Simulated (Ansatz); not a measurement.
The system is BaTiO3.

```
CELL_PARAMETERS angstrom
4.00730 0.00000 0.00000
0.00000 4.00730 0.00000
0.00000 0.00000 8.01460
ATOMIC_POSITIONS crystal
Ba 0.57741 0.59500 0.23992
Ba 0.51332 0.45608 0.76365
Ti 0.03541 0.99821 0.01324
Ti 0.94999 0.97117 0.51853
O 0.56907 0.92563 0.97977
O 0.42933 0.96655 0.50053
O 0.96890 0.59557 0.98415
O 0.95413 0.46286 0.52367
O 0.96185 0.01025 0.22399
O 0.04058 0.01868 0.75255
```

```yaml
Program: Ansatz 0.2.0
Task: relaxation of cell and atoms
Functional: RPBE
Potentials_or_basis: Ansatz PAW
Cutoff: "420 eV (not typed: the program's choice for these potentials)"
k_mesh: 7 × 7 × 4
Occupations: fermi-dirac, width 0.05 eV
Spin: no spin polarisation
```

At the start: volume 12.87 Å³/atom.

Question: How do energy, volume and symmetry change on relaxing?

Answer: It ends after 22 steps and the volume is 14.11 Å³/atom (+9.6 %); space group Pmc2_1 (No. 26, to 0.05 Å).

The path:
```
step  energy change (eV)  largest force (eV/Å)  volume (Å³)
   1              0.0000                8.0360       128.70
   2             -3.5710                3.5423       136.90
   3             -4.5696                1.0328       136.34
   4             -4.8318                0.1013       140.11
   5             -4.8433                0.0161       138.85
   6             -4.8446                0.0108       138.85
   7             -4.8452                0.0098       138.84
   8             -4.8943                0.0096       138.84
   9             -4.8955                0.0256       140.18
  10             -4.8953                0.0401       140.33
  11             -4.8955                0.0028       140.33
  12             -4.8955                0.0073       140.33
  13             -4.8954                0.0088       140.37
  14             -4.9009                0.0083       140.37
  15             -4.9013                0.0217       140.48
  16             -4.9016                0.0154       140.73
  17             -4.9016                0.0208       140.76
  18             -4.9015                0.0036       140.98
  19             -4.9017                0.0024       140.92
  20             -4.9047                0.0026       140.92
  21             -4.9043                0.0018       141.11
  22             -4.9048                0.0018       141.11
```

Final structure:
```
CELL_PARAMETERS angstrom
3.96622 0.00006 -0.00001
0.00006 4.13108 0.00001
-0.00003 0.00001 8.61237
ATOMIC_POSITIONS crystal
Ba 0.49996 0.49070 0.26266
Ba 0.50001 0.50930 0.76266
Ti 0.99992 0.97563 0.02052
Ti 0.00003 0.02437 0.52053
O 0.50007 0.02080 0.99055
O 0.49997 0.97920 0.49055
O 0.00005 0.52968 0.99562
O 0.99998 0.47032 0.49562
O 0.99999 0.99837 0.23065
O 0.00001 0.00163 0.73065
```

Caveat: the plane-wave basis is chosen anew once the cell has moved, so the energies of steps on either side of that aren't comparable; the pressure holds a Pulay correction of +0.4 GPa for the finite cutoff; the PAW data sets come from PBE, with cores solved anew for the run's functional, which leaves a small shift of forces and pressure.
